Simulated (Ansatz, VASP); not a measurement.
# HC2F (H-CC-F chair bilayer, AA) in two plane-wave programs, part 2 of 2

One calculation is typed for both programs; each brings its own data sets. How far apart do they land? The structure shown is the start of the Ansatz relaxation below; VASP solves that cell, so the two are compared at the walk's first step.

VASP 6.6.1 and Ansatz 0.2.0.

So far: Set-up; Ansatz: relaxation, PBEsol with D3(BJ).

**3. VASP: single point, PBEsol with D3(BJ), start cell**

Level of this step: PBEsol with D3(BJ); plane waves and PAW (F, C, H) (VASP).

The same cell, functional, mesh and smearing now go to VASP, with its own data sets.

Lines of VASP's logs that name or quote its potential files are left out, and so is its time.

Input file INCAR:

```
SYSTEM = HC2F
PREC = Accurate
ENCUT = 520
EDIFF = 1E-06
NELM = 120
ISMEAR = -1
SIGMA = 0.05
LREAL = .FALSE.
ALGO = Normal
GGA = PS
IVDW = 12
NBANDS = 24
LORBIT = 11
LWAVE = .FALSE.
LCHARG = .FALSE.
ISIF = 2
LDIPOL = .TRUE.
IDIPOL = 3
DIPOL = 0.5 0.5 0.501
LVHAR = .TRUE.
LASPH = .TRUE.
GGA_COMPAT = .FALSE.
NELMDL = -8
KPAR = 2
```

Input file POSCAR:

```
HC2F
1.0
    2.5080000000      0.0000000000      0.0000000000
   -1.2540000000      2.1719920000      0.0000000000
    0.0000000000      0.0000000000     47.6133330000
F C H
2 4 2
Direct
    0.6666665899      0.3333331799      0.4126995268
    0.6666665899      0.3333331799      0.5262531611
    0.6666665899      0.3333331799      0.4406328790
    0.3333331799      0.6666663597      0.4512741631
    0.6666665899      0.3333331799      0.5541865133
    0.3333331799      0.6666663597      0.5648277763
    0.3333331799      0.6666663597      0.4737468599
    0.3333331799      0.6666663597      0.5873004732
```

Input file KPOINTS:

```
Automatic mesh
0
Gamma
18 18 1
0 0 0
```

PAW data sets: F, C and H (PBE family, release 64).

On the command line:

```bash
$ mpirun -np 2 vasp_std
```

Numbers of over 12 decimals in the logs are rounded to 6 here.

Log:

```text
[banner, memory and clock lines left out]
running    2 mpi-ranks, on    1 nodes
 distrk:  each k-point on    1 cores,    2 groups
 distr:  one band on    1 cores,    1 groups

 POSCAR found type information on POSCAR F C H
 POSCAR found :  3 types and       8 ions
|                                                                             |
|               ----> ADVICE to this user running VASP <----                  |
|                                                                             |
|     You enforced a specific xc type in the INCAR file but a different       |
|     [... a line on the potential file left out ...]
|     I HOPE YOU KNOW WHAT YOU ARE DOING!                                     |
|                                                                             |

 LDA part: xc-table for (Slater+PW92), standard interpolation
 POSCAR, INCAR and KPOINTS ok, starting setup
 FFT: planning ... GRIDC
 FFT: planning ... GRID_SOFT
 FFT: planning ... GRID
 WAVECAR not read
 entering main loop
       N       E                     dE             d eps       ncg     rms          rms(c)
DAV:   1     0.276967930204E+03    0.27697E+03   -0.13524E+04  2040   0.103E+03
DAV:   2    -0.238156652634E+02   -0.30078E+03   -0.27207E+03  2744   0.248E+02
DAV:   3    -0.556692967137E+02   -0.31854E+02   -0.31648E+02  2408   0.970E+01
DAV:   4    -0.562399549585E+02   -0.57066E+00   -0.56773E+00  2328   0.152E+01
DAV:   5    -0.562559488766E+02   -0.15994E-01   -0.15954E-01  2384   0.232E+00
DAV:   6    -0.562565536057E+02   -0.60473E-03   -0.60449E-03  2456   0.427E-01
DAV:   7    -0.562565676084E+02   -0.14003E-04   -0.13996E-04  2408   0.598E-02
DAV:   8    -0.562565681682E+02   -0.55981E-06   -0.55961E-06  2024   0.109E-02    0.114E+01
DAV:   9    -0.536034202623E+02    0.26531E+01   -0.31199E+00  2264   0.130E+01    0.611E+00
DAV:  10    -0.529844113406E+02    0.61901E+00   -0.17568E+00  2400   0.828E+00    0.235E+00
DAV:  11    -0.529590099494E+02    0.25401E-01   -0.24043E-01  2368   0.313E+00    0.786E-01
DAV:  12    -0.529828857123E+02   -0.23876E-01   -0.57710E-01  2352   0.336E+00    0.468E-01
DAV:  13    -0.529594568221E+02    0.23429E-01   -0.18538E-02  2320   0.146E+00    0.219E-01
DAV:  14    -0.529381871870E+02    0.21270E-01   -0.11435E-02  2384   0.136E+00    0.119E-01
[...]
DAV:  22    -0.529371209858E+02   -0.14478E-04   -0.10891E-05  2008   0.180E-02    0.126E-02
DAV:  23    -0.529371268616E+02   -0.58758E-05   -0.11472E-05  1824   0.262E-02    0.365E-03
DAV:  24    -0.529371356327E+02   -0.87711E-05   -0.30896E-06  1496   0.102E-02    0.218E-03
DAV:  25    -0.529371400245E+02   -0.43918E-05   -0.80326E-07  1416   0.458E-03    0.114E-03
DAV:  26    -0.529371465621E+02   -0.65376E-05   -0.26042E-06  1344   0.559E-03    0.115E-03
DAV:  27    -0.529371483793E+02   -0.18172E-05   -0.52482E-07  1392   0.344E-03    0.474E-04
DAV:  28    -0.529371503977E+02   -0.20184E-05   -0.77089E-07  1344   0.312E-03    0.107E-03
DAV:  29    -0.529371509073E+02   -0.50961E-06   -0.21495E-07  1368   0.284E-03
   1 F= -.53314663E+02 E0= -.53312944E+02  d E =-.343856E-02
```

OUTCAR, selected parts (step 3):

```text
ion  position               nearest neighbor table
   1  0.667  0.333  0.413-   3 1.33
   2  0.667  0.333  0.526-   5 1.33
   3  0.667  0.333  0.441-   1 1.33   4 1.53   4 1.53   4 1.53
   4  0.333  0.667  0.451-   7 1.07   3 1.53   3 1.53   3 1.53
   5  0.667  0.333  0.554-   2 1.33   6 1.53   6 1.53   6 1.53
   6  0.333  0.667  0.565-   8 1.07   5 1.53   5 1.53   5 1.53
   7  0.333  0.667  0.474-   4 1.07
   8  0.333  0.667  0.587-   6 1.07

  LATTYP: Found a hexagonal cell.
 ALAT       =     2.5080000000
 C/A-ratio  =    18.9845825359

 Subroutine GETGRP returns: Found  6 space group operations
 (whereof  6 operations were pure point group operations)

The static configuration has the point symmetry C_3v.

 Found     37 irreducible k-points:

   k-points           NKPTS =     37   k-points in BZ     NKDIM =     37   number of bands    NBANDS=     24

   dimension x,y,z NGX =    20 NGY =   20 NGZ =  360
   dimension x,y,z NGXF=    40 NGYF=   40 NGZF=  720

   ENCUT  =  520.0 eV  38.22 Ry    6.18 a.u.   4.66  4.66 88.53*2*pi/ulx,y,z

   NELECT =      32.0000    total number of electrons

 k-points in reciprocal lattice and weights: Automatic mesh
   0.00000000  0.00000000  0.00000000       0.003
   0.05555556 -0.00000000  0.00000000       0.019
   0.11111111 -0.00000000  0.00000000       0.019
   0.16666667 -0.00000000  0.00000000       0.019
   0.22222222  0.00000000  0.00000000       0.019
   0.27777778 -0.00000000  0.00000000       0.019
   0.33333333 -0.00000000  0.00000000       0.019
   0.38888889  0.00000000  0.00000000       0.019
   0.44444444  0.00000000  0.00000000       0.019
[...]
0.33333333  0.27777778  0.00000000       0.037
   0.33333333  0.33333333  0.00000000       0.006

 dipolmoment           0.000000      0.000000     -0.184361 electrons x Angstroem

 average (electrostatic) potential at core
       1 -82.2615       2 -85.3189       3 -58.5959       4 -57.0034       5 -61.4553
       6 -59.8296       7 -40.2567       8 -43.1320

 E-fermi :  -2.8035

 k-point     1 :       0.0000    0.0000    0.0000
  band No.  band energies     occupation
    ...
     11      -6.3790      2.00000
     12      -6.3790      2.00000
     13      -5.6169      2.00000
     14      -5.6168      2.00000
     15      -2.9136      1.80088
     16      -2.7120      0.27653
     17      -2.7120      0.27650
     18      -1.3723      0.00000
     19      -0.9044      0.00000
     20      -0.5132      0.00000
    ...

 k-point     2 :       0.0556   -0.0000    0.0000
  band No.  band energies     occupation
    ...
     13      -5.9074      2.00000
     14      -5.7312      2.00000
     15      -2.9953      1.95777
     16      -2.8227      1.19007
     17      -2.8126      1.09090
     18      -1.2689      0.00000
     19      -0.8042      0.00000
     20      -0.4091      0.00000
     21       0.2113      0.00000
     22       0.8884      0.00000
    ...

 k-point     3 :       0.1111   -0.0000    0.0000
  band No.  band energies     occupation
    ...
     12      -6.6286      2.00000
     13      -6.6045      2.00000
     14      -6.0236      2.00000
     15      -3.6956      2.00000
     16      -3.1051      1.99521
     17      -2.5252      0.00763
     18      -0.9685      0.00000
     19      -0.5069      0.00000
     20      -0.1066      0.00000
     21       0.5132      0.00000
    ...

 Edisp (eV)   -0.37751

  Total       2.94666     2.94666     7.03564     0.00000    -0.00000     0.00000
  in kB      18.20230    18.20231    43.46099     0.00000    -0.00000     0.00000
  external pressure =       26.62 kB  Pullay stress =        0.00 kB

  energy-cutoff  :      520.00
  volume of cell :      259.37
      direct lattice vectors                 reciprocal lattice vectors
     2.508000000  0.000000000  0.000000000     0.398724083  0.230203426  0.000000000
    -1.254000000  2.171992000  0.000000000     0.000000000  0.460406852  0.000000000
     0.000000000  0.000000000 47.613333000     0.000000000  0.000000000  0.021002520

 POSITION                                       TOTAL-FORCE (eV/Angst)
 -----------------------------------------------------------------------------------
      1.25400      0.72400     19.65000         0.000000      0.000000     -1.788188
      1.25400      0.72400     25.05667        -0.000000      0.000000     -2.075197
      1.25400      0.72400     20.98000         0.000000     -0.000000      2.071983
      0.00000      1.44799     21.48667         0.000000     -0.000000     -1.441728
      1.25400      0.72400     26.38667        -0.000000     -0.000000      2.520720
      0.00000      1.44799     26.89333        -0.000000     -0.000000     -1.725547
      0.00000      1.44799     22.55667         0.000000     -0.000000      1.196957
      0.00000      1.44799     27.96333         0.000000     -0.000000      1.241000
 -----------------------------------------------------------------------------------
    total drift:                                0.000001      0.001859      0.000560

  FREE ENERGIE OF THE ION-ELECTRON SYSTEM (eV)
  ---------------------------------------------------
  free  energy   TOTEN  =       -53.3146632230 eV

  energy  without entropy=      -53.3112246617  energy(sigma->0) =      -53.31294394

 vacuum level on the upper side and lower side of the slab        -1.029         5.098

 total charge
# of ion       s       p       d       tot
------------------------------------------
    1        1.752   4.396   0.000   6.148
    2        1.751   4.405   0.000   6.156
    3        0.824   1.697   0.000   2.520
    4        0.846   1.801   0.000   2.647
    5        0.823   1.699   0.000   2.522
    6        0.845   1.804   0.000   2.649
    7        0.663   0.050   0.000   0.713
    8        0.662   0.050   0.000   0.713
--------------------------------------------------
tot          8.166  15.903   0.000  24.069

[... 3 further parts left out ...]
```

**4. Differences**

Known differences besides the potentials themselves: Ansatz cuts the interaction across the vacuum, VASP repeats the sheet with a dipole correction; the cutoff is 420 eV in Ansatz and 520 eV in VASP; Ansatz makes its cores anew for this functional, VASP keeps those of its PBE data sets. Total energies have different zeros and are not compared.

Forces (eV/Å; atoms numbered as in POSCAR):

```
atom        Ansatz x, y, z          VASP x, y, z
  F1  0.000, 0.000, -1.300  0.000, 0.000, -1.788
  F2  0.000, 0.000, -1.578  0.000, 0.000, -2.075
  C3   0.000, 0.000, 1.648   0.000, 0.000, 2.072
  C4  0.000, 0.000, -1.470  0.000, 0.000, -1.442
  C5   0.000, 0.000, 2.083   0.000, 0.000, 2.521
  C6  0.000, 0.000, -1.740  0.000, 0.000, -1.726
  H7   0.000, 0.000, 1.158   0.000, 0.000, 1.197
  H8   0.000, 0.000, 1.199   0.000, 0.000, 1.241
```

The forces differ by 189 meV/Å r.m.s., which is 18.1 % of the r.m.s. force of 1.044 eV/Å (both taken over all components). With vacuum in the cell, a pressure given here is an average over mostly empty space and none of the material.

**5. Results**

```yaml
r_m_s_force_difference_single_point_pbesol_with_d3_bj_start_cell: 18 % of the r.m.s. force
```

The r.m.s. force difference is 18 % of the r.m.s. force (single point, PBEsol with D3(BJ), start cell), beyond the 3 % picked in this series as the mark of a large difference. What causes the difference of the single point, PBEsol with D3(BJ), start cell pair stays open here. 1 further run of this series is not shown here. Such differences can come from data sets, numerical settings and the points named under the comparisons, not from the functional's error against experiment.

[Lines on the potential files, build, host, timing and source positions are cut from VASP's logs without a mark.]

[Logs are printed without paths, hosts, clocks, repeated set-up lines and the standing remarks that a program may print on its own settings, such as how far it seeks lower states.]

[Hosts, paths, dates, database ids (printed as entryN), source tags and the programs' standing remarks are cut or masked in the printed files.]
